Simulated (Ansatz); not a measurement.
input.yaml (Ansatz)

```yaml
crystal:
  lattice:
    - [0.0, 1.7142163168, 1.7142163168]
    - [1.7142163168, 0.0, 1.7142163168]
    - [1.7142163168, 1.7142163168, 0.0]
  atoms:
    - { symbol: Mn, position: [0.0, 0.0, 0.0], spin: 3.0, spin_axis: [0, 0, 1] }
hamiltonian:
  xc: lda
  pseudopotentials:
    kind: paw_fr
    azcp:
      Mn: "pseudopotentials/Mn.paw.azcp"
basis:
  ecutwfc: 420
  fft_grid_basis: typed
kpoints:
  mp_grid: { grid: [16, 16, 16], shift: [0, 0, 0] }
magnetization:
  noncollinear: true
  spin_orbit: true
scf:
  occupations: { method: fermi_dirac, width: 0.05 }
output:
  write_density: true
  write_potential: true
  elf: true
  volumetric_format: npy
```

and its output:

```
Warning: the record states the generating functional pbe (its physics header spells it `PBE`), which answers neither for hamiltonian.xc's functional nor for the lda family's — results may be inconsistent (PPs are generated against a specific XC)
Engine: ansatz 0.2.0, aarch64-unknown-linux-gnu
Pseudopotentials: kind: paw_fr
Pseudopotential: Mn, paw_fr, valence charge 15, recommended cutoff 420 eV (normal) 
Functional definition: SPW92
  exchange = slater_x
  correlation = pw_c
Crystal: 1 atoms, lattice volume = 10.075 Å³
Basis set: ecut = 420 eV, 181 PW (Γ)
Bands: 24, of which v1, the nominal top of the filled ones, is band 15 counted from 1 (14 counted from 0)
Symmetry: 8 space group operations + 8 with time reversal
Magnetic group: BNS 139.537 (UNI 1197), of the structure as read, at distance tolerance 2.2e-5 Å
k-points: 349 of 4096 (time reversal used)
Projection manifold: j_resolved (fully-relativistic pseudo-atomic orbitals)
Non-local potential: Mn, projectors of the file, l = 0: 3, l = 1: 4, l = 2: 6, l = 3: 2
PAW form: soft (Blöchl's): semilocal exchange-correlation on the pseudo side does not see the compensation charge
PAW frozen core: Mn, regenerated for the run's functional, and the local potential with it (the file was generated under x = pbe(κ = 0.804, μ = 0.2195149727645171), c = pbe(β = 0.06672455060314922))
PAW one-centre angular grid: Mn, 590 points (default); XC on 64 Gauss nodes
Initial density: superposition of atomic densities (chi_scale 0.1, normalization cell)
Starting moments: Σ|m| = 3 μB on 1 of 1 site
Initial wavefunctions: pseudopotential atomic-orbital guess
Functional: x = slater, c = lda
SCF iter   1: F=—  HF=-3840.938748 eV  |F-HF|=—  |Δ(HF+E_count)|=         —  Δρ=3.14e-1  dr2=1.08e0  dr2_m=2.27e0  ethr=3.10e-3  |M|=1.58e0 ∫|m|=1.58e0 μB  |m|>n=0.0e0 m-floor=0.0e0 τ_xc=0.0e0  β_m=0.30  ⟨swp⟩=6.3  Hψ=44596  notcnv=0  defer=61
SCF iter   2: F=—  HF=-3840.880263 eV  |F-HF|=—  |Δ(HF+E_count)|=   5.85e-2  Δρ=2.21e-1  dr2=8.47e-3  dr2_m=1.13e0  ethr=3.10e-3  |M|=1.55e0 ∫|m|=1.55e0 μB  |m|>n=0.0e0 m-floor=0.0e0 τ_xc=5.0e-21  β_m=0.30  ⟨swp⟩=3.8  Hψ=19431  notcnv=0  defer=894
SCF iter   3: F=—  HF=-3841.005387 eV  |F-HF|=—  |Δ(HF+E_count)|=   1.25e-1  Δρ=2.03e-1  dr2=6.68e-3  dr2_m=9.49e-1  ethr=5.64e-5  |M|=1.34e0 ∫|m|=1.35e0 μB  |m|>n=0.0e0 m-floor=0.0e0 τ_xc=8.1e-21  β_m=0.30  ⟨swp⟩=2.2  Hψ=13524  notcnv=0  defer=888
SCF iter   4: F=—  HF=-3841.106347 eV  |F-HF|=—  |Δ(HF+E_count)|=   1.01e-1  Δρ=1.84e-1  dr2=5.51e-3  dr2_m=7.79e-1  ethr=4.45e-5  |M|=1.17e0 ∫|m|=1.17e0 μB  |m|>n=0.0e0 m-floor=0.0e0 τ_xc=8.5e-21  β_m=0.30  ⟨swp⟩=2.9  Hψ=18621  notcnv=0  defer=847
SCF iter   5: F=—  HF=-3841.188520 eV  |F-HF|=—  |Δ(HF+E_count)|=   8.22e-2  Δρ=1.66e-1  dr2=1.25e-3  dr2_m=6.39e-1  ethr=3.68e-5  |M|=1.01e0 ∫|m|=1.02e0 μB  |m|>n=0.0e0 m-floor=0.0e0 τ_xc=8.9e-21  β_m=0.30  ⟨swp⟩=2.1  Hψ=13140  notcnv=0  defer=821
SCF iter   6: F=—  HF=-3841.251913 eV  |F-HF|=—  |Δ(HF+E_count)|=   6.34e-2  Δρ=1.45e-1  dr2=4.06e-3  dr2_m=4.83e-1  ethr=8.33e-6  |M|=9.02e-1 ∫|m|=9.07e-1 μB  |m|>n=0.0e0 m-floor=0.0e0 τ_xc=8.8e-21  β_m=0.30  ⟨swp⟩=2.6  Hψ=14653  notcnv=0  defer=818
SCF iter   7: F=—  HF=-3841.298210 eV  |F-HF|=—  |Δ(HF+E_count)|=   4.63e-2  Δρ=1.27e-1  dr2=4.36e-3  dr2_m=3.73e-1  ethr=8.33e-6  |M|=7.99e-1 ∫|m|=8.04e-1 μB  |m|>n=0.0e0 m-floor=0.0e0 τ_xc=7.3e-21  β_m=0.30  ⟨swp⟩=2.2  Hψ=14584  notcnv=0  defer=802
...
SCF iter  18: F=-3841.450333 eV  HF=-3841.450333 eV  |F-HF|=7.82e-11  |Δ(HF+E_count)|=  2.62e-10  Δρ=1.75e-6  dr2=8.43e-11  dr2_m=2.99e-12  ethr=1.00e-12  |M|=2.90e-6 ∫|m|=2.91e-6 μB  |m|>n=0.0e0 m-floor=0.0e0 τ_xc=5.2e-30  ⟨swp⟩=2.7  Hψ=15991  notcnv=0
WARN: the starting moments were not kept: the SCF closed with an absolute magnetisation of 2.9e-6 μB, where they sum to 3 μB in size (1 site). That is at most 0.1 of that sum. Measured as dr2_m measures the in/out step, that magnetisation stands 9.4e-12 eV from none, at or under the dr2_threshold of 1.0e-7 eV: it is no larger than a step whose dr2_m would equal this threshold. The system may hold no moment; this SCF shows only that its start led to no more than that. To try another start: raise the starting moments (crystal.atoms[].spin, magnetization.per_species, magnetization.initial_magnetization, or on a non-collinear deck that types none of these the spinor_matrix: blocks that start its atoms; where the total moment is fixed, keep their sum and leave initial_magnetization as it is; typed ones take the place of any that the run laid by itself, positive ones on a crystal's lanthanoids without a Hubbard term where scf.initial_density.shell_occupations: [] is typed) or, if the notice of its spin-set hold's release reads "site moments contracting" or "site moments show no strong build", lengthen the hold (scf.mixing.spin_hold: { on: { confirm: 4 } }; for m-r²SCAN on two components see the key's manual first). Each may lead to a state that holds a moment. A second SCF, from the converged charge density, with the starting moments and any scf.initial_density.shell_occupations laid on it anew, would have followed, and was not run: the deck does not ask for one (magnetization.retry_lost_moments is false, the default). To let it run, set magnetization.retry_lost_moments: true and run the deck again, where that key's refused combinations let it; where memory then withholds it, that run's warning says so.
SCF 1 converged in 18 iterations: F = -3841.450333 eV  dr2 = 8.43e-11
SCF converged after 18 iterations
Magnetization: |M| = 0.0000 μB,  M = (-0.0000, +0.0000, +0.0000) μB
Absolute magnetization: 0.0000 μB (∫|m|, with the PAW one-centre terms)
  site 0: m = (-0.0000, +0.0000, +0.0000) μB, |m| = 0.0000 μB  (R = 1.00 Å)
Free energy (F): -3841.450333 eV
Harris-Foulkes:  -3841.450333 eV  (|F-HF|=7.82e-11)
Internal energy: -3841.439118 eV  (E = F + TS)
E sigma→0 (E₀):  -3841.444726 eV
Entropy (-TS):   -0.011214 eV (-11.214 meV/atom)
Fermi energy:    21.536317 eV
--- Per-component energies (eV) ---
  E_band       = -137.257229
  E_kinetic    = 311.025119
  E_local      = -1497.593857  (includes V_loc(G=0)·N_el)
  E_nonlocal   = 240.509296
  E_hartree    = 625.459210
  E_xc         = -116.208136
  E_vxc        = -149.614539  (∫ρ·V_xc dr)
  E_paw        = -1238.634580  (= ΣΔE_a)
  E_vpaw       = -292.501521  (= ΣTr[D̂ρ^β])
  E_aug_tail   = -0.000009  (compensation charges beyond the density's cutoff)
  E_ewald      = -2166.381695
  E_core_change = 0.385535  (= ΣΔE_core)
  E_smearing   = -0.011214  (= −TS)
  E_closure    = 0.000000  (closes the sum)
  Σ components = -3841.450333   (vs F -3841.450333, Δ=0.00e0)
--- Band table (eV; the first three rows and the last of 349) ---
  k-point 0: bands = ["-57.1252", "-57.1252", "-26.5457", "-26.5457", "-25.2407", "-25.2407", "-25.2407", "-25.2407", "12.9540", "12.9540", "20.2402", "20.2402", "20.2402", "20.2402", "20.3106", "20.3106", "22.1102", "22.1103", "22.1103", "22.1103", "43.4148", "43.4148", "49.3936", "49.3936"]
  k-point 1: bands = ["-57.1173", "-57.1173", "-26.5608", "-26.5608", "-25.2682", "-25.2682", "-25.2456", "-25.2456", "13.1293", "13.1293", "20.1798", "20.1798", "20.2954", "20.2954", "20.3528", "20.3528", "22.0770", "22.0770", "22.0821", "22.0821", "43.4297", "43.4297", "47.9266", "47.9266"]
  k-point 2: bands = ["-57.0947", "-57.0947", "-26.6060", "-26.6060", "-25.3440", "-25.3440", "-25.2595", "-25.2595", "13.6369", "13.6369", "19.9825", "19.9825", "20.4297", "20.4297", "20.4966", "20.4966", "22.0109", "22.0109", "22.0319", "22.0319", "43.0700", "43.0700", "45.7155", "45.7155"]
  k-point 348: bands = ["-56.8469", "-56.8469", "-27.1056", "-27.1056", "-25.9128", "-25.9128", "-25.5890", "-25.5890", "16.3432", "16.3432", "17.2194", "17.2194", "23.3680", "23.3680", "23.7639", "23.7639", "23.8284", "23.8284", "25.3428", "25.3429", "34.5969", "34.5969", "37.9203", "37.9203"]
```
